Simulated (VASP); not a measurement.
# Ho under changes of volume

One of the cells (31.655 Å³/atom); the others are scaled copies at fixed shape and fractional positions:

```
Ho
1.0
     0.00000    2.51076    2.51076
     2.51076    0.00000    2.51076
     2.51076    2.51076    0.00000
Ho
1
Direct
  0.00000 0.00000 0.00000
```

This isn't the form of Ho at room conditions, which is hcp.

- Program: VASP 6.6.1
- Functional: PBE
- Potentials or basis: VASP PAW PBE potentials, release 64 (Ho)
- Cutoff: 520 eV
- k mesh: 9 × 9 × 9
- Occupations: fermi-dirac, width 0.05 eV
- Spin: collinear spin, ferromagnetic start
- Starting moments: [4.0] μB

```tsv
volume (Å³/atom)	energy over the lowest point (meV/atom)	pressure (GPa)
29.173	67.34	4.9
29.793	49.65	4.1
30.414	?	?
31.655	12.90	2.2
32.276	5.40	1.6
32.897	0.00	1.1
```

What does the run at 30.414 Å³/atom give?

Energy over the lowest point 34.82 meV/atom; pressure 3.4 GPa.

Worked out: A Birch-Murnaghan fit of order 3 (a polynomial in V^(-2/3)) to the other rows has no minimum within the range. It gives 34.81 meV/atom at 30.414 Å³/atom, against the run's 34.82, and -dE/dV = 3.5 GPa, against 3.4.

Energies are extrapolated to zero smearing.

Caveats: the magnetic or orbital state may not be the lowest.
